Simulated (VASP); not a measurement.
The system is AlGa7N8.

```
Al Ga N
1.0
     0.00000    0.00000   -5.16152
     3.17126    5.49279    0.00000
     3.17126   -5.49279    0.00000
Al Ga N
1 7 8
Direct
  0.00159 0.16667 0.33333
  0.00115 0.16725 0.83362
  0.00115 0.66638 0.33275
  0.00115 0.66638 0.83362
  0.50060 0.33254 0.66508
  0.50060 0.33254 0.16746
  0.50100 0.83333 0.66667
  0.50060 0.83492 0.16746
  0.63351 0.16667 0.33333
  0.62320 0.16723 0.83362
  0.62320 0.66638 0.33277
  0.62320 0.66638 0.83362
  0.12173 0.32995 0.65990
  0.12173 0.32995 0.17005
  0.12386 0.83333 0.66667
  0.12173 0.84010 0.17005
```

The cell was built by a generator and needn't be a form met in nature.

Base run:

```yaml
Program: VASP 6.6.1
Functional: TB-mBJ
Potentials_or_basis: VASP PAW PBE potentials, release 64 (Al, Ga_d, N)
Cutoff: 520 eV
k_mesh: 6 × 6 × 5
Occupations: gaussian, width 0.03 eV
Spin: no spin polarisation
```

Its results: band gap on the k mesh 3.36 eV, direct.

Problem. The run is repeated on the same cell with these changes: functional from TB-mBJ to PBEsol. What comes out?

Solution. Band gap on the k mesh 2.17 eV, direct.
